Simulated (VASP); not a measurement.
# MnO2 (P-3m1) in VASP: notebook, part 2 of 2

VASP 6.6.1. Earlier steps stand in the parts before.

## (5) Single point, r2SCAN, collinear spin, ferromagnetic start

Contents of INCAR:

```
SYSTEM = MnO2
PREC = Accurate ; ENCUT = 340
EDIFF = 1E-6 ; ISMEAR = 0
SIGMA = 0.05 ; LREAL = .FALSE.
LASPH = .TRUE. ; NELM = 100
ALGO = Normal ; ISIF = 2
LWAVE = .FALSE. ; LCHARG = .FALSE.
ISPIN = 2 ; MAGMOM = 4 0 0
LORBIT = 11 ; LMAXMIX = 4
METAGGA = R2SCAN ; LMIXTAU = .TRUE.
ADDGRID = .FALSE.
```

Contents of KPOINTS:

```
Automatic mesh
0
G
  8 8 4
  0 0 0
```

Contents of POSCAR:

```
MnO2
1.0
    2.8565781804      0.0000000000      0.0000000000
   -1.4282890902      2.4738692722      0.0000000000
    0.0000000000      0.0000000000      4.6013740589
Mn O
1 2
Direct
    0.0186700000     -0.0033200000      0.4886240000
    0.3165570000      0.6444560000      0.7182440000
    0.6490790000      0.3390650000      0.3129550000
```

Potentials or basis: VASP PAW PBE potentials, release 64 (Mn_pv, O).

Run with:

```
$ cat potpaw_PBE.64/Mn_pv/POTCAR potpaw_PBE.64/O/POTCAR > POTCAR
$ mpirun -np 1 vasp_std > vasp.out
```

OUTCAR:

```text
SYSTEM = MnO2
   PREC = Accurate
   ENCUT = 340
   EDIFF = 1E-6
   ISMEAR = 0
   LREAL = .FALSE.
   LASPH = .TRUE.
   NELM = 100
   ISIF = 2
   ISPIN = 2
   LORBIT = 11
   METAGGA = R2SCAN

 Found    132 irreducible k-points:

 Following reciprocal coordinates:
            Coordinates               Weight
  0.000000  0.000000  0.000000      1.000000
  0.125000  0.000000  0.000000      2.000000
  0.000000  0.125000  0.000000      2.000000
 -0.125000  0.125000  0.000000      2.000000
  0.250000  0.000000  0.000000      2.000000
  0.000000  0.250000  0.000000      2.000000
   k-points           NKPTS =    132   k-points in BZ     NKDIM =    132   number of bands    NBANDS=     18
[... 348 lines left out ...]
      direct lattice vectors                 reciprocal lattice vectors
     2.856578180  0.000000000  0.000000000     0.350069187  0.202112539  0.000000000
    -1.428289090  2.473869272  0.000000000     0.000000000  0.404225078  0.000000000
     0.000000000  0.000000000  4.601374059     0.000000000  0.000000000  0.217326387

 POSITION                                       TOTAL-FORCE (eV/Angst)
 -----------------------------------------------------------------------------------
     -1.37021      2.46566      2.24834        -1.823435     -0.158038      3.816741
     -0.01620      1.59430      3.30491         0.098325      0.507311     -1.348217
      1.36986      0.83880      1.44002         1.725110     -0.349273     -2.468524
 -----------------------------------------------------------------------------------
    total drift:                                0.012256      0.020867     -0.014318

  FREE ENERGIE OF THE ION-ELECTRON SYSTEM (eV)
  ---------------------------------------------------
  free  energy   TOTEN  =       -32.3627930588 eV

  energy  without entropy=      -32.3627930588  energy(sigma->0) =      -32.36279306

 total charge

# of ion       s       p       d       tot
------------------------------------------
    1        0.395   6.484   4.902  11.781
    2        1.651   3.441   0.000   5.092
    3        1.647   3.559   0.000   5.206
--------------------------------------------------
tot          3.693  13.484   4.902  22.079

 magnetization (x)

# of ion       s       p       d       tot
------------------------------------------
    1        0.029   0.040   2.831   2.900
    2        0.005  -0.028   0.000  -0.023
    3        0.004   0.057   0.000   0.061
--------------------------------------------------
tot          0.039   0.069   2.831   2.939
```

OSZICAR:

```text
N       E                     dE             d eps       ncg     rms          rms(c)
DAV:   1     0.195021336159E+03    0.19502E+03   -0.12491E+04  9610   0.124E+03
DAV:   2    -0.331679716307E+02   -0.22819E+03   -0.22084E+03 10632   0.377E+02
DAV:   3    -0.460068062462E+02   -0.12839E+02   -0.12783E+02 10226   0.103E+02
DAV:   4    -0.461452649329E+02   -0.13846E+00   -0.13836E+00 10320   0.115E+01
DAV:   5    -0.461468508296E+02   -0.15859E-02   -0.15858E-02 10130   0.125E+00    0.334E+01
DAV:   6    -0.360551022604E+02    0.10092E+02   -0.82874E+01 10418   0.100E+02    0.295E+01
DAV:   7    -0.326429343655E+02    0.34122E+01   -0.56411E+01 10212   0.793E+01    0.142E+01
DAV:   8    -0.321008594133E+02    0.54207E+00   -0.32469E+00  9992   0.205E+01    0.556E+00
DAV:   9    -0.322739575879E+02   -0.17310E+00   -0.12507E+00  9906   0.994E+00    0.297E+00
DAV:  10    -0.323472204483E+02   -0.73263E-01   -0.13080E-01  9724   0.326E+00    0.124E+00
DAV:  11    -0.323609404525E+02   -0.13720E-01   -0.46683E-02 10056   0.213E+00    0.349E-01
DAV:  12    -0.323623983890E+02   -0.14579E-02   -0.40787E-03  9812   0.601E-01    0.156E-01
DAV:  13    -0.323626860936E+02   -0.28770E-03   -0.11716E-03 10754   0.322E-01    0.607E-02
DAV:  14    -0.323627626724E+02   -0.76579E-04   -0.20607E-04 10126   0.129E-01    0.330E-02
DAV:  15    -0.323627969567E+02   -0.34284E-04   -0.41687E-05  9796   0.536E-02    0.191E-02
DAV:  16    -0.323627963250E+02    0.63169E-06   -0.14262E-05  9872   0.398E-02    0.700E-03
DAV:  17    -0.323627934737E+02    0.28513E-05   -0.22612E-06  6108   0.162E-02    0.212E-03
DAV:  18    -0.323627930588E+02    0.41489E-06   -0.46023E-07  4960   0.566E-03
   1 F= -.32362793E+02 E0= -.32362793E+02  d E =-.123461E-15  mag=     3.0000
```

Run time: 2.6 min. Hardware: 1 thread of Intel Xeon 6975P-C (Granite Rapids), shared host; peak memory 0.18 GiB.

The run converged, but a check on its numbers failed (symmetry, net force, bounds or a known fault of this set-up), so they aren't taken as properties of the crystal.

Caveat: the cutoff lies under the usual one of these potentials, so the numbers hold a large basis-set error; the PAW data sets were made with another functional, which shifts forces and pressure a little; a cell with one magnetic atom can't hold antiferromagnetic order, which such compounds often take.

## (6) Single point, r2SCAN, collinear spin, ferromagnetic start

INCAR: that of step 5 with these lines changed.

```diff
@@ -1,3 +1,3 @@
 SYSTEM = MnO2
-PREC = Accurate ; ENCUT = 340
+PREC = Accurate ; ENCUT = 520
 EDIFF = 1E-6 ; ISMEAR = 0
```

Contents of KPOINTS:

```
Automatic mesh
0
G
  6 6 4
  0 0 0
```

Contents of POSCAR:

```
MnO2
1.0
    2.8565781804      0.0000000000      0.0000000000
   -1.4282890902      2.4738692722      0.0000000000
    0.0000000000      0.0000000000      4.6013740589
Mn O
1 2
Direct
    0.0000000000      0.0000000000      0.5000000000
    0.3333333333      0.6666666667      0.7062925700
    0.6666666667      0.3333333333      0.2937074300
```

Potentials or basis: VASP PAW PBE potentials, release 64 (Mn_pv, O).

Run with:

```
$ cat potpaw_PBE.64/Mn_pv/POTCAR potpaw_PBE.64/O/POTCAR > POTCAR
$ mpirun -np 1 vasp_std > vasp.out
```

Run time: 46 s. Hardware: 1 thread of Intel Xeon 6975P-C (Granite Rapids), shared host; peak memory 0.18 GiB.

These settings aren't checked as converged: the numbers below hold their error.

What came out:

```
Free energy                                           : -32.5319 eV
Pressure                                              : 0.3 GPa
Largest force                                         : 0.004 eV/Å
Band gap on the k mesh                                : 1.91 eV, indirect (least direct gap 1.99 eV)
Net moment                                            : 3.00 μB per cell
Site moments                                          : Mn +2.94; O +0.01 μB
Valence electrons inside the program's atomic spheres : Mn 11.71; O 5.03
```

Caveat: the k mesh is coarse (spacing up to 0.42 Å⁻¹), so the values aren't converged; the PAW data sets were made with another functional, which shifts forces and pressure a little; a cell with one magnetic atom can't hold antiferromagnetic order, which such compounds often take.

## (7) The reference run

An earlier run on the cell as given: functional PBE; potentials or basis VASP PAW PBE potentials, release 64 (Mn_pv, O); cutoff 520 eV; k mesh 11 × 11 × 6; occupations fermi-dirac, width 0.05 eV; collinear spin, ferromagnetic start; starting moments [4.0, 0.0, 0.0] μB.

- Pressure: 5.8 GPa
- Largest force: 0.310 eV/Å
- Band gap on the k mesh: 0.81 eV, indirect (least direct gap 0.87 eV)
- Net moment: 3.00 μB per cell
- Site moments: Mn +2.83; O +0.04 μB
- Valence electrons inside the program's atomic spheres: Mn 11.75; O 5.00
